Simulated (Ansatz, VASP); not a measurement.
# Two plane-wave programs on Ag

The input INCAR:

```
PREC = Accurate ; ENCUT = 520
EDIFF = 1E-7 ; ISMEAR = 1
SIGMA = 0.01 ; LREAL = F
LASPH = T ; NELM = 80
ALGO = Normal ; ISIF = 2
LWAVE = F ; LCHARG = F
GGA = PE ; NBANDS = 12
```

KPOINTS

```
Automatic mesh
0
Gamma
  13 13 13
```

POSCAR

```
Ag
1.0
    0.0000000000      2.0734381516      2.0734381516
    2.0734381516      0.0000000000      2.0734381516
    2.0734381516      2.0734381516      0.0000000000
Ag
1
Direct
    0.0000000000      0.0000000000      0.0000000000
```

Input for Ansatz:

```yaml
crystal:
  lattice:
    - [0.0, 2.0734381516, 2.0734381516]
    - [2.0734381516, 0.0, 2.0734381516]
    - [2.0734381516, 2.0734381516, 0.0]
  atoms:
    - { symbol: Ag, position: [0.0, 0.0, 0.0] }
hamiltonian:
  xc: pbe
  pseudopotentials:
    kind: paw
    azcp:
      Ag: "pseudopotentials/Ag.paw.azcp"
basis:
  ecutwfc: 420
  fft_grid_basis: typed
kpoints:
  mp_grid: { grid: [13, 13, 13], shift: [0, 0, 0] }
magnetization:
  spin_polarized: false
scf:
  occupations: { method: methfessel_paxton, width: 0.01 }
  lower_state_search: "off"
output:
  stress: true
  write_density: true
  write_potential: true
  elf: true
  volumetric_format: npy
```

Alike in both runs: task single point; functional PBE; k mesh 13 × 13 × 13; occupations methfessel-paxton of order 1, width 0.01 eV; no spin polarisation.

|  | VASP | Ansatz |
| --- | --- | --- |
| version | VASP 6.6.1 | Ansatz 0.2.0 |
| potentials or method | VASP PAW PBE potentials, release 64 (Ag) | plane waves (420 eV) with PAW, scalar-relativistic |
| plane-wave cutoff (eV) | 520 | 420 |
| valence electrons in the cell | 11 | 19 |

|  | VASP | Ansatz | Ansatz less VASP |
| --- | --- | --- | --- |
| pressure (GPa) | -0.3 | -0.1 | +0.12 |

With one functional, cell and mesh, what is left measures potentials, basis and numerics. The two sets of potentials don't hold the same shells in valence.
